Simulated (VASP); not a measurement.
Here is a VASP 6.6.1 calculation.

INCAR

```
SYSTEM = PbSe
PREC = Accurate
ENCUT = 600
EDIFF = 1E-7
ISMEAR = 0
SIGMA = 0.03
LREAL = .False.
LASPH = .True.
NELM = 80
ALGO = Normal
ISIF = 3
LWAVE = .False.
LCHARG = .False.
METAGGA = R2SCAN
LMIXTAU = .True.
IBRION = 2
NSW = 90
EDIFFG = -0.005
```

File KPOINTS:

```
regular mesh
0
Gamma
  10 10 10
  0 0 0
```

POSCAR

```
PbSe                                    
1.0
    0.0000000000      3.0894142647      3.0894142647
    3.0894142647      0.0000000000      3.0894142647
    3.0894142647      3.0894142647      0.0000000000
  Pb              Se            
     1     1
Direct
     0.0000000000000000    0.0000000000000000    0.0000000000000000
     0.5000000000000000    0.5000000000000000    0.5000000000000000
```

Potentials or basis: VASP PAW PBE potentials, release 64 (Pb_d, Se).

The run is started by

```bash
$ cat potpaw_PBE.64/Pb_d/POTCAR potpaw_PBE.64/Se/POTCAR > POTCAR
$ mpirun -np 1 vasp_std > vasp.out
```

Predict the band gap on the k mesh.

0.67 eV, direct.

Final structure:
```xyz
2
Lattice="0.0000 3.0894 3.0894 3.0894 0.0000 3.0894 3.0894 3.0894 0.0000" Properties=species:S:1:pos:R:3 pbc="T T T"
Pb    0.0000    0.0000    0.0000
Se    3.0894    3.0894    3.0894
```

Caveat: the relaxation stopped at its first step, so nothing moved; spin-orbit coupling is left out, which as a rule narrows the gap of such compounds by several tenths of an eV. A k mesh can miss the band edges.
